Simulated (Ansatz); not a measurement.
# Mg_i (void) in AlN (P6_3mc): charge-transition levels and formation energies, part 2 of 2

Wanted: the transition levels of a interstitial in AlN (P6_3mc), from a cell of 72 host atoms with 1 Mg put in.

Ansatz; place-levels on r2SCAN runs: charge-transition levels and formation energies with image-charge correction and potential alignment at the atomic sites; PAW set soft_1.

So far: Set-up; The runs of each charge state.

**3. Levels against the band edges, r2SCAN**

A charged cell interacts with its images and the background, and its potential has another zero than the host's. place-levels removes the first by a point-charge model, screened by the static dielectric constant since the ions have relaxed around the charge, and the second by comparing potentials at atoms far from the defect.

The host is a run of the defect-free crystal in the same cutoffs, grids and k-points, so that basis and sampling errors cancel in part in the differences. The host is run in a cell of 8 atoms on a matching mesh. Its band edges are searched through the zone by a band path, so the gap is smaller than, or equal to, that on the mesh. Chemical potentials are energies per atom of Mg (hcp), run with the same functional and cutoff.

levels.point.yaml reads:

```yaml
host:
  run: host.point.run
states: [q0.point.run, qp1_M1.point.run, qp2.point.run]
geometry_from:
  q0.point.run: q0.relax.run
  qp1_M1.point.run: qp1_M1.relax.run
  qp2.point.run: qp2.relax.run
  host.point.run: host.relax.run
chemical_potentials:
  Mg:
    energy: -1926.407918
    dataset: "<sha256 of the dataset>"
epsilon: [4.49, 4.49, 4.72]
static_epsilon: [8.15, 8.15, 9.65]
vertical:
  - { from: qp1_M1.point.run, to: qp1_M1.point_neutral.run }
  - { from: qp2.point.run, to: qp2.point_neutral.run }
```

The run is started by

```bash
$ ansatz place-levels levels.point.yaml -- --threads 4 --pin off --max-ram 7536MiB
```

The program printed:

```text
[... repeated set-up lines and file paths are left out, and long positions are rounded to six places ...]
(+2/+1) 4.454 eV above the valence edge, 0.424 eV under the conduction edge
(+1/0) 4.854 eV above the valence edge, 0.024 eV under the conduction edge
formation energy of charge +2: +0.447 eV with the Fermi level at the valence edge
formation energy of charge +1: +4.901 eV with the Fermi level at the valence edge
formation energy of charge 0: +9.755 eV with the Fermi level at the valence edge
vertical +1 to 0: no energy, since no alignment is typed
  the change from vertical[0].from (qp1_M1.point.run) to vertical[0].to (qp1_M1.point_neutral.run): by its spins about the atoms it stands at 0.656 0.678 0.482, with an rms radius of about 3.1 Å (1.8 1.8 1.8 Å across the planes of the cell's vectors); [...]
vertical +2 to 0: no energy, since no alignment is typed
  the change from vertical[1].from (qp2.point.run) to vertical[1].to (qp2.point_neutral.run): by its potential at epsilon [4.49, 4.49, 4.72] it stands at 0.601 0.732 0.367, with an rms radius of about 5.2 Å (3.0 3.0 3.1 Å across the planes of the cell's [...]
  edges by r2scan, gap 4.878 eV; the host is sampled to repeats of 18.64 Å
  the defect's cells are sampled to repeats of 18.64 Å, like sampling
  charge +2: -35365.3092 eV with its correction of +1.448 eV, at epsilon [8.15, 8.15, 9.65], aligned at sites: +0.1984 eV, mean over 36 atomic sites at or beyond 4.66 Å from the defect at [0.6667, 0.6667, 0.3450], with -0.006454 for the charge's moments and [...]
  charge +1: -35353.9370 eV with its correction of +0.490 eV, at epsilon [8.15, 8.15, 9.65], aligned at sites: +0.2274 eV, mean over 36 atomic sites at or beyond 4.66 Å from the defect at [0.6667, 0.6667, 0.3450], with -0.000000 for the charge's moments and [...]
  charge 0: +0.000 eV for its dipole among its images, +0.029 omitted
  of states[2] (qp2.point.run): it parts from the run at its places by a charge that spreads by about 3 Å along one vector (1.4 Å or more is wide), by its potential at epsilon [4.49, 4.49, 4.72], taken for that of held ions (one typed too small widens it), [...]
  of states[1] (qp1_M1.point.run): it parts from the run at its places by a charge that spreads by about 1.8 Å along one vector (1.4 Å or more is wide), by the spins about the atoms, where the cell does not tell a trapped carrier from a band state. [...]
  of states[0] (q0.point.run): its alignment with the host at atomic sites is doubtful: the mean over the far sites moves by -0.0621 eV from their farther parts to their nearer, more than 0.05 eV. [...]
  of vertical[0].from (qp1_M1.point.run): its displacements don't fall off away from the defect: farther atoms stand 0.037 Å off the host's places. [...]
  of vertical[0].to (qp1_M1.point_neutral.run): its displacements don't fall off away from the defect: farther atoms stand 0.037 Å off the host's places. [...]
  of vertical[1].from (qp2.point.run): its displacements don't fall off away from the defect: farther atoms stand 0.025 Å off the host's places. [...]
  vertical[1].to (qp2.point_neutral.run): levels filled in part (TS 0.007 eV): its energy is of no whole electron's
  of vertical[1].to (qp2.point_neutral.run): its displacements don't fall off away from the defect: farther atoms stand 0.025 Å off the host's places. [...]
```

It took 0.3 s on 4 threads of Arm Neoverse V2, shared host.

Levels between the charges placed, in eV above the valence top:

```
        gap (eV)  (+2/+1)  (+1/0)
r2SCAN      4.88     4.45    4.85
```

Corrections by state:

```
charge  moment (μB)  image terms and alignment (eV)  band filling (eV)                               ε used  over the lowest of its charge, as the program ranks them, band filling apart (eV)
    +2          0.0                           1.448                  -  principal values (8.15, 8.15, 9.65)                                                                              0.000
    +1          1.0                           0.490                  -  principal values (8.15, 8.15, 9.65)                                                                              0.000
     0          0.0                           0.000                  -                                    -                                                                              0.000
```

The charged structures listed were also run neutral, and place-levels reads from each pair, by the potential or the spins, how wide the charge is by which they differ; that can be the carrier of either run.

```
charge  rms radius (Å)  spread where it is widest against the cell (Å)  wide from (Å)  reading
    +2             5.2                                            3.02           1.40     wide
    +1             3.1                                            1.81           1.40     wide
```

The neutral runs of these pairs need not share the spin of the lowest neutral state, and very wide values only mean spread over the cell.

From the program's caveats on the states, each cut to its opening words:

- charge +2: it parts from the run at its places by a charge that spreads by about 3 Å along one vector (1.4 Å or more is wide), by its potential at epsilon [4.49, 4.49, [...]
- charge +2: its displacements don't fall off away from the defect: farther atoms stand 0.025 Å off the host's places
- charge +1 (1 μB): it parts from the run at its places by a charge that spreads by about 1.8 Å along one vector (1.4 Å or more is wide), by the spins about the atoms, where the [...]
- charge +1 (1 μB): its displacements don't fall off away from the defect: farther atoms stand 0.037 Å off the host's places
- charge +1 (1 μB): flagged: stability check not made
- charge 0: its alignment with the host at atomic sites is doubtful: the mean over the far sites moves by -0.0621 eV from their farther parts to their nearer, more than [...]
- charge 0: its displacements don't fall off away from the defect: farther atoms stand 0.05 Å off the host's places

The host's formation energy from the elements is -1.627 eV per atom; it sets how far the chemical potentials can move.

Limit set by the element alone; other compounds of these elements are not counted. Chemical potentials from the elements' reference states: Al 0.00 eV, N -3.25 eV, Mg 0.00 eV. Formation energies (Al-rich), with the Fermi level at the valence top and at the conduction bottom (gap 4.88 eV):

```
charge  at valence top (eV)  at conduction bottom (eV)  correction included (eV)
    +2                 0.45                      10.20                      1.45
    +1                 4.90                       9.78                      0.49
     0                 9.75                       9.75                      0.00
```

```csv
Fermi level (eV),lowest formation energy (eV)
0.00,0.45
0.44,1.33
0.89,2.22
1.33,3.11
1.77,3.99
2.22,4.88
2.66,5.77
3.11,6.66
3.55,7.54
3.99,8.43
4.43,9.32
4.88,9.75
```

Limit set by the element alone; other compounds of these elements are not counted. Chemical potentials from the elements' reference states: N 0.00 eV, Al -3.25 eV, Mg 0.00 eV. Formation energy by charge state (N-rich; gap 4.88 eV):

```
charge  at valence top (eV)  at conduction bottom (eV)  correction included (eV)
    +2                 0.45                      10.20                      1.45
    +1                 4.90                       9.78                      0.49
     0                 9.75                       9.75                      0.00
```

(Fermi level (eV), lowest formation energy (eV)): (0.00, 0.45), (0.44, 1.33), (0.89, 2.22), (1.33, 3.11), (1.77, 3.99), (2.22, 4.88), (2.66, 5.77), (3.11, 6.66), (3.55, 7.54), (3.99, 8.43), (4.43, 9.32), (4.88, 9.75)

**4. The same at the relaxations' own k-points**

The relaxations' own energies give the levels at their sampling, for comparison.

levels.relax_mesh.yaml reads:

```yaml
host:
  run: host.relax.run
states: [q0.relax.run, qp1_M1.relax.run, qp2.relax.run]
chemical_potentials:
  Mg:
    energy: -1926.407918
    dataset: "<sha256 of the dataset>"
```

The run is started by

```bash
$ ansatz place-levels levels.relax_mesh.yaml -- --threads 4 --pin off --max-ram 7536MiB
```

The program printed:

```text
(+2/+1) 4.503 eV above the valence edge, 0.383 eV under the conduction edge
(+1/0) 4.896 eV above the valence edge, in the conduction band
formation energy of charge +2: +0.413 eV with the Fermi level at the valence edge
formation energy of charge +1: +4.916 eV with the Fermi level at the valence edge
formation energy of charge 0: +9.812 eV with the Fermi level at the valence edge
  edges by r2scan, gap 4.886 eV; the host is sampled to repeats of 13.64 Å
[... the lines on each state left out ...]
```

Wall time 0.1 s (4 threads).

Levels between neighbouring charges, in eV above the valence top:

```
                        gap (eV)  (+2/+1)  (+1/0)
one point at (¼, ¼, ¼)      4.89     4.50    4.90
  a 2×2×2 shifted mesh      4.88     4.45    4.85
```

Going from one point at (¼, ¼, ¼) to a 2×2×2 shifted mesh moves the levels that carry no band-filling term by up to 0.05 eV and formation energies against the elements by up to 0.06 eV.

**5. Outcome**

* gap of the host: 4.88 eV (r2SCAN)
* level (plus 2/plus 1): 4.45 eV above the valence top
* level (plus 1/0): 4.85 eV above the valence top
* lowest of the charges placed, just above the valence top (0.02 eV): +2
* lowest of the charges placed, just below the conduction bottom (0.02 eV): 0
* lowest formation energy at mid-gap of the charges run, Al-rich: 5.32 eV
* lowest formation energy at mid-gap of the charges run, N-rich: 5.32 eV

Of the charges placed (0, +1 and +2), the lowest changes at 4.45 eV (+2/+1) and 4.85 eV (+1/0) above the valence top, in a gap of 4.88 eV. (+2/+1) and (+1/0) lie nearer to a band edge than the share of the finite-size correction in them (0.96 and 0.49 eV), and that correction holds for a localised charge alone. (+1/0) lies 0.02 eV from a band edge, less than the doubt on such levels. Charges above +2 and below 0 were not placed, so these runs say nothing of levels that involve them. States placed: +2 at 0 μB; +1 at 1 μB; 0 at 0 μB. Other spin states or structures, where not listed, weren't placed. Mg is taken at its element; compounds, which aren't counted here, bound the chemical potentials and would shift these formation energies. Going from one point at (¼, ¼, ¼) to a 2×2×2 shifted mesh moves the levels that carry no band-filling term by up to 0.05 eV and formation energies against the elements by up to 0.06 eV. The program doubts the alignment of potentials for at least one state, a sign that the cell is small. What this leaves open: r2SCAN makes the gap too small and tends to spread out bound carriers; where a gas molecule sets a chemical potential or the host's formation energy, its binding is uncorrected.

[Logs are printed without paths, hosts, clocks, repeated set-up lines and the standing remarks that a program may print on its own settings, such as how far it seeks lower states.]

[Hosts, paths, dates, database ids (printed as entryN), source tags and the programs' standing remarks are cut or masked in the printed files.]

[Where a table of states has a column of steps, it counts the stored structures, which are thinned; the runs took as many ionic steps or more.]

[A defect's name tells the site on which it was built; relaxed atoms can leave that site.]

[For some hosts the program warned that the k-mesh of the response run may be too coarse for force constants and the static dielectric constant; such warnings are not shown here.]
